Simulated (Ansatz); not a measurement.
# What a change of settings does to a run on InP

The cell comes from COD entry 1538565, which wasn't checked; take it as a given geometry. The listed cell was then made from it by scaling, straining or moving an atom.

First run: DFT, PBE, all-electron LAPW, scalar-relativistic (Ansatz 0.2.0).

Command: `ansatz run input.yaml --threads 1 --pin off --max-ram 2048MiB --backend cpu --events-out ev --progress --plain --runs-dir out` The run took 29 s on 1 thread of Arm Neoverse V2, on a shared host, peak memory 0.54 GiB.

```yaml
crystal:
  lattice:
    - [0.02855, 2.869275, 2.869275]
    - [2.869275, 0.02855, 2.869275]
    - [2.869275, 2.869275, 0.02855]
  atoms:
    - { symbol: In, position: [0.0, 0.0, 0.0] }
    - { symbol: P, position: [0.5, 0.5, 0.5] }
kpoints:
  mp_grid: { grid: [11, 11, 11] }
scf:
  occupations: { method: fermi_dirac, width: 0.03 }
hamiltonian:
  xc: pbe
  pseudopotentials: { kind: all_electron, lapw: { basis_error: 0.00025 } }
output:
  forces: true
  stress: true
  eigenvalues: true
```

Result: converged; pressure -5.35 GPa; no gap on the k mesh; 8 SCF iterations.

Spin–orbit coupling is left out, though it moves levels of the heavy atoms by tenths of an eV or more.

The input is then changed:

```diff
@@ -7,6 +7,7 @@
     - { symbol: In, position: [0.0, 0.0, 0.0] }
     - { symbol: P, position: [0.5, 0.5, 0.5] }
+  symmetry: { detect: false }
 kpoints:
-  mp_grid: { grid: [11, 11, 11] }
+  mp_grid: { grid: [6, 6, 6] }
 scf:
   occupations: { method: fermi_dirac, width: 0.03 }
```

(1) What does the second run give?

## Answers

(1) It converged; pressure -5.06 GPa; no gap on the k mesh; 8 SCF iterations. Some of these settings are too coarse for converged properties.
